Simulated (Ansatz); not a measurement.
Input and command of a calculation in Ansatz (plane waves; scalar-relativistic PAW potentials unless the input names others):

```yaml
crystal:
  lattice:
    - [3.9364035669, 0.0, 0.0]
    - [0.0, 3.9364035669, 0.0]
    - [0.0, 0.0, 3.9364035669]
  atoms:
    - { symbol: Sr, position: [0.0, -0.0404173564, -0.0404173564] }
    - { symbol: Ti, position: [0.5, 0.5, 0.5] }
    - { symbol: O, position: [0.0, 0.5, 0.5] }
    - { symbol: O, position: [0.5, 0.0, 0.5] }
    - { symbol: O, position: [0.5, 0.5, 0.0] }
basis:
  ecutwfc: 420
kpoints:
  mp_grid: { grid: [8, 8, 8] }
hamiltonian:
  xc: pbe
scf:
  occupations: { method: gaussian, width: 0.05 }
  max_iter: 100
output:
  forces: true
  eigenvalues: true
  stress: true
magnetization:
  spin_polarized: many
```

```bash
ansatz run input.yaml --threads 1 --pin off --max-ram 2560MiB --backend cpu --events-out ev --progress --plain --runs-dir out
```

Problem. What is wrong with this input?

Solution. The program refuses it, because of a value of the wrong type (magnetization.spin_polarized: not typed → "many"). Without that key it is accepted.

Abridged log:
```
Error: YAML parse error: error: line 26 column 19: invalid boolean (strict mode expects true/false)
  --> <input>:26:19
   |
24 |   stress: true
25 | magnetization:
26 |   spin_polarized: many
   |                   ^ invalid boolean (strict mode expects true/false)
```